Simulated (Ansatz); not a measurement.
# A computed series for KCl: pressure series

The parent structure is KCl in the rock salt structure (space group Fm-3m, No. 225; a = 6.292 Å).

Cell and atoms are relaxed at each pressure.

All numbers come from Ansatz (an electronic-structure program), r2SCAN, PAW, cutoff 500 eV, no spin-orbit coupling.

```tsv
P (GPa)	V (Å³/atom)
-1.98	36.196
-1.00	33.091
0.30	30.682
0.70	30.116
1.51	29.134
3.00	27.707
4.99	26.263
7.50	24.884
9.99	23.810
```

A third-order Birch–Murnaghan fit to these points gives V₀ = 31.16 Å³/atom, B₀ = 19 GPa and B₀′ = 4.9. At pressure 10 GPa the volume is 76.4 % of V₀.

Measured bulk modulus of KCl: 19.7 GPa (0 K or low temperature; as listed in Klaus Doll, Hermann Stoll, Phys. Rev. B (1997)); the computed value is 3 % below it.

Between the base and pressure 1.5 GPa the gap moves from 5.83 eV to 6.07 eV, a mean slope of 160 meV/GPa.

Load acts through the strain it causes; cell and atoms are relaxed under it. No phonon test of stability was made. Competing high-pressure phases were not computed.
